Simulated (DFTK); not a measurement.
Write the native input for DFTK 0.8.2 that does the following.

| Property | Result |
| --- | --- |
| Task | band structure |
| Functional | TASK |
| Potentials or basis | cp2k.nc.sr.pbe.v0_1.semicore.gth (PBE, GTH) |
| Cutoff | 1306 eV |
| k mesh | 7 × 7 × 7 |
| Occupations | fermi-dirac, width 0.05 eV |
| Spin | no spin polarisation |
| Valence electrons | Pb 14 |
| SCF tolerance on the density | 1e-06 |
| SCF solver | ScfAndersonSolver |

The structure of Pb lies in POSCAR:

```
Pb
1.0
    0.0000000000      2.4750200000      2.4750200000
    2.4750200000      0.0000000000      2.4750200000
    2.4750200000      2.4750200000      0.0000000000
Pb
1
Direct
    0.0000000000      0.0000000000      0.0000000000
```

One way to write it, as run:

run.jl

```julia
using DFTK
using PseudoPotentialData
using Unitful, UnitfulAtomic
using LinearAlgebra, Printf
include("save.jl")
disable_threading()

lines     = readlines("POSCAR")
lattice   = austrip(1u"Å") * parse(Float64, lines[2]) * hcat([parse.(Float64, split(l)) for l in lines[3:5]]...)
symbols   = vcat([fill(Symbol(s), parse(Int, n)) for (s, n) in zip(split(lines[6]), split(lines[7]))]...)
positions = [parse.(Float64, split(l)[1:3]) for l in lines[9:8+length(symbols)]]
pseudopotentials = PseudoFamily("cp2k.nc.sr.pbe.v0_1.semicore.gth")
elements = Dict(s => ElementPsp(s, pseudopotentials) for s in unique(symbols))
atoms    = [elements[s] for s in symbols]

build_model(lattice, positions; symmetries=true) =
    model_DFT(lattice, atoms, positions;
              functionals=[:mgga_x_task, :lda_c_pw],
              temperature=austrip(0.05u"eV"),
              smearing=Smearing.FermiDirac(),
              symmetries)
Ecut  = 48.0  # hartree
kgrid = [7, 7, 7]
tol   = 1e-6
to_GPa = ustrip(uconvert(u"GPa", 1u"hartree/bohr^3"))

model = build_model(lattice, positions)
basis = PlaneWaveBasis(model; Ecut, kgrid)
display(basis)
scfres = self_consistent_field(basis;
                               tol,
                               nbandsalg=AdaptiveBands(model; n_bands_converge=12),
                               solver=ScfAndersonSolver())
display(scfres.energies)
@printf "Fermi level: %.6f eV\n" ustrip(auconvert(u"eV", something(scfres.εF, NaN)))
forces = compute_forces_cart(scfres)
println("Forces (eV/Å)")
for (s, f) in zip(symbols, forces)
    @printf "%-3s %12.6f %12.6f %12.6f\n" s ustrip.(auconvert.(u"eV/Å", f))...
end
stress = compute_stresses_cart(scfres)
println("Stress (GPa)")
display(round.(stress * to_GPa; digits=4))
println("Levels at the first k-point (eV): ", round.(ustrip.(auconvert.(u"eV", scfres.eigenvalues[1][1:scfres.n_bands_converge])); digits=4))
save_scf!(scfres; forces, stress)

points = Dict("G" => [0.0, 0.0, 0.0], "K" => [0.375, 0.375, 0.75], "L" => [0.5, 0.5, 0.5], "U" => [0.625, 0.25, 0.625], "W" => [0.5, 0.25, 0.75], "X" => [0.5, 0.0, 0.5])
segments = [("G", "X", 7), ("X", "W", 4), ("W", "K", 3), ("K", "G", 7), ("G", "L", 6), ("L", "U", 4), ("U", "W", 3), ("W", "L", 5), ("L", "K", 4), ("U", "X", 3)]
kcoords = vcat([[points[a] + t * (points[b] - points[a]) for t in range(0, 1, n)] for (a, b, n) in segments]...)
bands = compute_bands(scfres, ExplicitKpoints(kcoords); n_bands=14, tol=1e-5)
for (k, ε) in zip(bands.basis.kpoints, bands.eigenvalues)
    @printf "%d %8.4f %8.4f %8.4f " k.spin k.coordinate...
    println(join([@sprintf("%9.4f", e) for e in ustrip.(auconvert.(u"eV", ε .- scfres.εF))]))
end
results["band_energies"] = rows(bands.eigenvalues); results["band_kpoints"] = rows(kcoords)
```

Potentials or basis: cp2k.nc.sr.pbe.v0_1.semicore.gth (PBE, GTH).

Command:

```sh
$ julia --threads=1 run.jl  # save.jl only writes the numbers to a file and isn't shown; printed stress counts tension as positive; times include loading and compiling
```

Results of the run:

The band gap on the k mesh is none (metal or under the smearing width).

Caveat: the cutoff is short for these potentials, so energies and forces aren't converged, fitted volumes are rough and the log's stress (off by 3 to 10 GPa or more in trials) isn't used; the potentials were made for another functional, which shifts forces and pressure; spin-orbit coupling is left out, which moves the levels of the heavy elements.

Wall time 2.4 min on 1 thread of AMD EPYC 9R45 96-Core Processor (Zen 5), with other jobs on the host, peak memory 1.6 GiB.
